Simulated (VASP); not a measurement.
# Pb (C2/m) in VASP: further runs

Runs on Pb. Level: LDA. Tasks: single point.

Everything below comes from runs of VASP 6.6.1. Logs are shortened: lines on timing, memory, paths and dates and some standing lists are left out, and cuts for length are marked.

## 1. Starting point

Symmetry: C2/m, No. 12, monoclinic system. Conventional cell: a = 6.077 Å, b = 3.501 Å, c = 6.452 Å, α = 90.00°, β = 109.14°, γ = 90.00°. Pb (site symmetry m) is surrounded by 10 Pb at 3.34 to 3.51 Å.

This isn't the form of Pb at room conditions, which is fcc.

## 2. Single point, LDA

The input, INCAR:

```
SYSTEM = Pb
ADDGRID = .False. ; ALGO = Normal
EDIFF = 1E-6 ; ENCUT = 520
GGA = CA ; ISIF = 2
ISMEAR = 1 ; LASPH = .True.
LCHARG = .False. ; LREAL = .False.
LWAVE = .False. ; NELM = 100
PREC = Accurate ; SIGMA = 0.2
```

The input, KPOINTS:

```
k-points
0
Gamma
  5 5 3
  0 0 0
```

The input, POSCAR:

```
Pb
1.0
    3.0386068135     -1.7503199600      0.0000000000
    3.0386068135      1.7503199600      0.0000000000
   -2.1154626375      0.0000000000      6.0952248674
Pb
2
Direct
    0.9226740000      0.9042520000      0.7213670000
    0.1042030000      0.0659440000      0.2801110000
```

Potentials or basis: VASP PAW LDA potentials, release 64 (Pb_d).

Started as:

```
$ cat potpaw_LDA.64/Pb_d/POTCAR > POTCAR
$ mpirun -np 1 vasp_std > vasp.out
```

OUTCAR:

```text
SYSTEM = Pb
   EDIFF = 1E-6
   ENCUT = 520
   GGA = CA
   ISIF = 2
   ISMEAR = 1
   LASPH = .True.
   LREAL = .False.
   NELM = 100
   PREC = Accurate

 Found     38 irreducible k-points:

 Following reciprocal coordinates:
            Coordinates               Weight
  0.000000  0.000000  0.000000      1.000000
  0.200000 -0.000000  0.000000      2.000000
  0.000000 -0.200000  0.000000      2.000000
  0.400000  0.000000 -0.000000      2.000000
  0.000000 -0.400000  0.000000      2.000000
  0.200000  0.200000  0.000000      2.000000
   k-points           NKPTS =     38   k-points in BZ     NKDIM =     38   number of bands    NBANDS=     18
   number of dos      NEDOS =    301   number of ions     NIONS =      2
   total plane-waves  NPLWV =  37632
   dimension x,y,z NGX =    28 NGY =   28 NGZ =   48
   dimension x,y,z NGXF=    56 NGYF=   56 NGZF=   96
   ions per type =               2
   NGX,Y,Z   is equivalent  to a cutoff of  13.27, 13.27, 12.37 a.u.
   NGXF,Y,Z  is equivalent  to a cutoff of  26.55, 26.55, 24.74 a.u.
 SYSTEM =  Pb
   PREC   = accura    normal or accurate (medium, high low for compatibility)
   ISTART =      0    job   : 0-new  1-cont  2-samecut
   ICHARG =      2    charge: 1-file 2-atom 10-const
   ISPIN  =      1    spin polarized calculation?
   LNONCOLLINEAR =      F non collinear calculations
   LSORBIT =      F    spin-orbit coupling
   LASPH  =      T    aspherical Exc in radial PAW
   ENCUT  =  520.0 eV  38.22 Ry    6.18 a.u.   6.52  6.52 12.00*2*pi/ulx,y,z
   NELM   =    100;   NELMIN=  2; NELMDL= -5     # of ELM steps
   EDIFF  = 0.1E-05   stopping-criterion for ELM
   LREAL  =      F    real-space projection
   EDIFFG = 0.1E-04   stopping-criterion for IOM
   NSW    =      0    number of steps for IOM
   IBRION =     -1    ionic relax: 0-MD 1-quasi-New 2-CG
   NFREE  =      0    steps in history (QN), initial steepest desc. (CG)
   ISIF   =      2    stress and relaxation
   ISYM   =      2    0-nonsym 1-usesym 2-fastsym
   POTIM  = 0.5000    time-step for ionic-motion
   TEBEG  =    0.0;   TEEND  =   0.0 temperature during run
   PSTRESS=    0.0 pullay stress
   NELECT =      28.0000    total number of electrons
   NUPDOWN=      -1.0000    fix difference up-down
   EMIN   =  10.00;   EMAX   =-10.00  energy-range for DOS
   EFERMI =   0.00;   METHOD = LEGACY
   ISMEAR =     1;   SIGMA  =   0.20  broadening in eV -4-tet -1-fermi 0-gaus
   EFERMI_NEDOS =   21; number of points for ismear=-14 and -15
   IALGO  =     38    algorithm
   IMIX   =      4    mixing-type and parameters
     AMIX     =   0.40;   BMIX     =  1.00
     AMIX_MAG =   1.60;   BMIX_MAG =  1.00
  volume/ion in A,a.u.               =      32.42       218.77
  Fermi-wavevector in a.u.,A,eV,Ry     =   1.237438  2.338420 20.833975  1.531254
  Thomas-Fermi vector in A             =   2.372006
   LORBIT       =      0    0 simple, 1 ext, 2 COOP (PROOUT), +10 PAW based schemes
   GGA     = CA    functional components
   LHFCALC =     F    Hartree Fock is set to
   AEXX    =    0.0000 exact exchange contribution
   IVDW    =     0    specifies the selected vdW correction
   LEPSILON=     F    determine dielectric tensor
   LRPA    =     F    only Hartree local field effects (RPA)
 non-spin polarized calculation
 Methfessel and Paxton  Order N= 1 SIGMA  =   0.20
  energy-cutoff  :      520.00
  volume of cell :       64.84
 maximum number of plane-waves:      1770
 NGX is ok and might be reduce to    28
   NGX = 13   NGY = 13   NGZ = 23

 number of electron      28.0000003 magnetization

 Free energy of the ion-electron system (eV)
  ---------------------------------------------------
  ext. energy  EPLUGINS =         0.00000000
  ---------------------------------------------------
  free energy    TOTEN  =        -8.27007455 eV

  energy without entropy =       -8.26471103  energy(sigma->0) =       -8.26828671

 E-fermi :   6.1606     XC(G=0): -10.0821

 val. band max:        6.1487968723   @ k =  -0.4000   0.0000   0.3333
 cond. band min:       6.1704492195   @ k =  -0.4000   0.2000   0.0000
 fundamental gap:      0.0216523473
 Fermi energy:         6.1605625594

 k-point     1 :       0.0000    0.0000    0.0000
  band No.  band energies     occupation
      1     -10.8083      2.00000
      2     -10.7192      2.00000
      3     -10.7135      2.00000
      4     -10.7130      2.00000
      5     -10.7087      2.00000
      6     -10.7052      2.00000
[... 10 lines left out ...]
     17      12.7854      0.00000
     18      12.8773      0.00000

 k-point     2 :       0.2000   -0.0000    0.0000
  band No.  band energies     occupation
      1     -10.7885      2.00000
      2     -10.7600      2.00000
      3     -10.7333      2.00000
      4     -10.6642      2.00000
      5     -10.6526      2.00000
      6     -10.6295      2.00000
[... 10 lines left out ...]
     17      12.0116      0.00000
     18      12.6857      0.00000

 k-point     3 :       0.0000   -0.2000    0.0000
  band No.  band energies     occupation
      1     -10.7853      2.00000
      2     -10.7641      2.00000
      3     -10.7336      2.00000
      4     -10.6675      2.00000
      5     -10.6547      2.00000
      6     -10.6290      2.00000
[... 10 lines left out ...]
     17      12.0273      0.00000
     18      12.6751      0.00000

 k-point     4 :       0.4000    0.0000   -0.0000
  band No.  band energies     occupation
      1     -10.8390      2.00000
      2     -10.7883      2.00000
      3     -10.7560      2.00000
      4     -10.7316      2.00000
      5     -10.6613      2.00000
      6     -10.5330      2.00000
[... 10 lines left out ...]
     17      10.5406      0.00000
     18      10.7236      0.00000

 k-point     5 :       0.0000   -0.4000    0.0000
  band No.  band energies     occupation
      1     -10.8385      2.00000
      2     -10.7875      2.00000
      3     -10.7547      2.00000
      4     -10.7336      2.00000
      5     -10.6712      2.00000
      6     -10.5303      2.00000
[... 10 lines left out ...]
     17      10.5800      0.00000
     18      10.8071      0.00000

 k-point     6 :       0.2000    0.2000    0.0000
  band No.  band energies     occupation
      1     -10.8236      2.00000
      2     -10.7276      2.00000
      3     -10.7141      2.00000
      4     -10.6739      2.00000
      5     -10.6530      2.00000
      6     -10.6252      2.00000
[... 10 lines left out ...]
     17      12.0152      0.00000
     18      12.6901      0.00000

 [... further k-points ...]

------------------------ aborting loop because EDIFF is reached ----------------------------------------

  FORCE on cell =-STRESS in cart. coord.  units (eV):
  Direction    XX          YY          ZZ          XY          YZ          ZX
  --------------------------------------------------------------------------------------
  -------------------------------------------------------------------------------------
  Total       -1.1557399     -0.6327327     -1.2494244     -0.0118024     -0.0289260     -0.1481705
  in kB      -28.5600537    -15.6357655    -30.8751371     -0.2916556     -0.7148043     -3.6615142
  external PRESSURE =     -25.0236521 kB  Pullay stress =       0.0000000 kB

 VOLUME and BASIS-vectors are now :
 -----------------------------------------------------------------------------
  energy-cutoff  :      520.00
  volume of cell :       64.84
      direct lattice vectors                 reciprocal lattice vectors
     3.038606813 -1.750319960  0.000000000     0.164549095 -0.285662057  0.057109864
     3.038606813  1.750319960  0.000000000     0.164549095  0.285662057  0.057109864
    -2.115462637  0.000000000  6.095224867     0.000000000  0.000000000  0.164062856

 POSITION                                       TOTAL-FORCE (eV/Angst)
 -----------------------------------------------------------------------------------
      4.02528     -0.03224      4.39689         0.024173      0.004430     -0.010304
     -0.07555     -0.06697      1.70734        -0.024173     -0.004430      0.010304
 -----------------------------------------------------------------------------------
    total drift:                                0.000010     -0.000002      0.000016

  FREE ENERGIE OF THE ION-ELECTRON SYSTEM (eV)
  ---------------------------------------------------
  free  energy   TOTEN  =        -8.2700745470 eV

  energy  without entropy=       -8.2647110323  energy(sigma->0) =       -8.26828671
```

Run time: 13 s. Hardware: 1 thread of Intel Xeon 6975P-C (Granite Rapids), shared host; peak memory 0.17 GiB.

These settings aren't checked as converged: the numbers below hold their error.

What came out:

- Free energy: -8.2701 eV
- Pressure: -2.5 GPa
- Largest force: 0.027 eV/Å
- Band gap on the k mesh: none (metal or under the smearing width)

Caveat: the k mesh is coarse (spacing up to 0.42 Å⁻¹), so the values aren't converged.

## 3. Single point, LDA

INCAR: that of step 2 with these lines changed.

```diff
@@ -2,3 +2,3 @@
 ADDGRID = .False. ; ALGO = Normal
-EDIFF = 1E-6 ; ENCUT = 520
+EDIFF = 1E-6 ; ENCUT = 650
 GGA = CA ; ISIF = 2
```

KPOINTS is that of step 2.

The input, POSCAR:

```
Pb
1.0
    3.0386068135     -1.7503199600      0.0000000000
    3.0386068135      1.7503199600      0.0000000000
   -2.1154626375      0.0000000000      6.0952248674
Pb
2
Direct
    0.9085084100      0.9085084100      0.7262922000
    0.0914915900      0.0914915900      0.2737078000
```

Potentials or basis: VASP PAW LDA potentials, release 64 (Pb_d).

Started as:

```
$ cat potpaw_LDA.64/Pb_d/POTCAR > POTCAR
$ mpirun -np 1 vasp_std > vasp.out
```

OUTCAR:

```text
SYSTEM = Pb
   EDIFF = 1E-6
   ENCUT = 650
   GGA = CA
   ISIF = 2
   ISMEAR = 1
   LASPH = .True.
   LREAL = .False.
   NELM = 100
   PREC = Accurate

 Found     24 irreducible k-points:

 Following reciprocal coordinates:
            Coordinates               Weight
  0.000000  0.000000  0.000000      1.000000
  0.200000 -0.000000  0.000000      4.000000
  0.400000  0.000000 -0.000000      4.000000
  0.200000  0.200000  0.000000      2.000000
  0.400000  0.200000 -0.000000      4.000000
 -0.400000  0.200000  0.000000      4.000000
   k-points           NKPTS =     24   k-points in BZ     NKDIM =     24   number of bands    NBANDS=     18
   number of dos      NEDOS =    301   number of ions     NIONS =      2
   total plane-waves  NPLWV =  48600
   dimension x,y,z NGX =    30 NGY =   30 NGZ =   54
   dimension x,y,z NGXF=    60 NGYF=   60 NGZF=  108
   ions per type =               2
   NGX,Y,Z   is equivalent  to a cutoff of  14.22, 14.22, 13.91 a.u.
   NGXF,Y,Z  is equivalent  to a cutoff of  28.45, 28.45, 27.83 a.u.
 SYSTEM =  Pb
   PREC   = accura    normal or accurate (medium, high low for compatibility)
   ISTART =      0    job   : 0-new  1-cont  2-samecut
   ICHARG =      2    charge: 1-file 2-atom 10-const
   ISPIN  =      1    spin polarized calculation?
   LNONCOLLINEAR =      F non collinear calculations
[... 55 lines left out ...]

 val. band max:        6.1097682805   @ k =  -0.2000  -0.4000   0.3333
 cond. band min:       6.2025033008   @ k =   0.4000   0.0000  -0.0000
 fundamental gap:      0.0927350203
 Fermi energy:         6.1778095176

 k-point     1 :       0.0000    0.0000    0.0000
  band No.  band energies     occupation
      1     -10.8291      2.00000
      2     -10.7088      2.00000
      3     -10.7072      2.00000
      4     -10.7054      2.00000
      5     -10.7046      2.00000
      6     -10.6910      2.00000
[... 103 lines left out ...]
      5     -10.6577      2.00000
      6     -10.5672      2.00000
[... 10 lines left out ...]
     17       7.6074     -0.00000
     18      10.2912      0.00000

 [... further k-points ...]

------------------------ aborting loop because EDIFF is reached ----------------------------------------

  FORCE on cell =-STRESS in cart. coord.  units (eV):
  Direction    XX          YY          ZZ          XY          YZ          ZX
  --------------------------------------------------------------------------------------
  -------------------------------------------------------------------------------------
  Total       -1.5228415     -0.7498044     -1.0672918      0.0000000      0.0000000     -0.0378877
  in kB      -37.6316788    -18.5287816    -26.3743689      0.0000000      0.0000000     -0.9362626
  external PRESSURE =     -27.5116098 kB  Pullay stress =       0.0000000 kB

 VOLUME and BASIS-vectors are now :
 -----------------------------------------------------------------------------
  energy-cutoff  :      650.00
  volume of cell :       64.84
      direct lattice vectors                 reciprocal lattice vectors
     3.038606813 -1.750319960  0.000000000     0.164549095 -0.285662057  0.057109864
     3.038606813  1.750319960  0.000000000     0.164549095  0.285662057  0.057109864
    -2.115462637  0.000000000  6.095224867     0.000000000  0.000000000  0.164062856

 POSITION                                       TOTAL-FORCE (eV/Angst)
 -----------------------------------------------------------------------------------
      3.98476      0.00000      4.42691         0.045852      0.000000     -0.074655
     -0.02300      0.00000      1.66831        -0.045852      0.000000      0.074655
 -----------------------------------------------------------------------------------
    total drift:                                0.000000     -0.000000     -0.000000

  FREE ENERGIE OF THE ION-ELECTRON SYSTEM (eV)
  ---------------------------------------------------
  free  energy   TOTEN  =        -8.2639118102 eV

  energy  without entropy=       -8.2561445482  energy(sigma->0) =       -8.26132272
```

OSZICAR:

```text
N       E                     dE             d eps       ncg     rms          rms(c)
DAV:   1     0.293624583676E+03    0.29362E+03   -0.16342E+04   864   0.217E+03
DAV:   2     0.122065703611E+02   -0.28142E+03   -0.27807E+03   864   0.457E+02
DAV:   3    -0.762283900214E+01   -0.19829E+02   -0.19529E+02  1026   0.150E+02
DAV:   4    -0.827399765109E+01   -0.65116E+00   -0.64841E+00  1052   0.312E+01
DAV:   5    -0.829678796408E+01   -0.22790E-01   -0.22788E-01  1056   0.536E+00    0.783E-01
DAV:   6    -0.827081768276E+01    0.25970E-01   -0.51196E-02  1142   0.300E+00    0.392E-01
DAV:   7    -0.826439567828E+01    0.64220E-02   -0.20575E-02  1094   0.187E+00    0.132E-01
DAV:   8    -0.826391726044E+01    0.47842E-03   -0.10865E-03  1120   0.500E-01    0.160E-02
DAV:   9    -0.826391120331E+01    0.60571E-05   -0.73424E-05  1020   0.920E-02    0.653E-03
DAV:  10    -0.826391181025E+01   -0.60694E-06   -0.84827E-06  1078   0.428E-02
   1 F= -.82639118E+01 E0= -.82613227E+01  d E =-.776726E-02
```

stdout:

```text
POSCAR found type information on POSCAR Pb
 POSCAR found :  1 types and       2 ions
 scaLAPACK will be used
 LDA part: xc-table for (Slater(with rela. corr.)+CA(PZ))
 , standard interpolation
 POSCAR, INCAR and KPOINTS ok, starting setup
 FFT: planning ... GRIDC
 FFT: planning ... GRID_SOFT
 FFT: planning ... GRID
 WAVECAR not read
 entering main loop
```

It took 13 s on 1 thread of Intel Xeon 6975P-C (Granite Rapids), shared host; peak memory 0.18 GiB.

The run converged, but some of its settings lie outside the range that counts as converged, so its numbers aren't taken as properties of the crystal.

Results:

- Free energy: -8.2639 eV
- Pressure: -2.8 GPa
- Largest force: 0.088 eV/Å
- Band gap on the k mesh: none (metal or under the smearing width)

Caveat: the k mesh is coarse (spacing up to 0.42 Å⁻¹), so the values aren't converged.

## 4. Single point, LDA

INCAR is that of step 3.

KPOINTS is that of step 3.

The input, POSCAR:

```
Pb
1.0
    3.0386068135     -1.7503199600      0.0000000000
    3.0386068135      1.7503199600      0.0000000000
   -2.1154626375      0.0000000000      6.0952248674
Pb
2
Direct
    0.9226740000      0.9042520000      0.7213670000
    0.1042030000      0.0659440000      0.2801110000
```

Started as:

```
$ cat potpaw_LDA.64/Pb_d/POTCAR > POTCAR
$ mpirun -np 1 vasp_std > vasp.out
```

Run time: 22 s. Hardware: 1 thread of Intel Xeon 6975P-C (Granite Rapids), shared host; peak memory 0.2 GiB.

These settings aren't checked as converged: the numbers below hold their error.

Results:

| Property | Result |
| --- | --- |
| Free energy | -8.2703 eV |
| Pressure | -2.4 GPa |
| Largest force | 0.027 eV/Å |
| Band gap on the k mesh | none (metal or under the smearing width) |

Caveat: the k mesh is coarse (spacing up to 0.42 Å⁻¹), so the values aren't converged.

(Continued in part 2 of 2.)
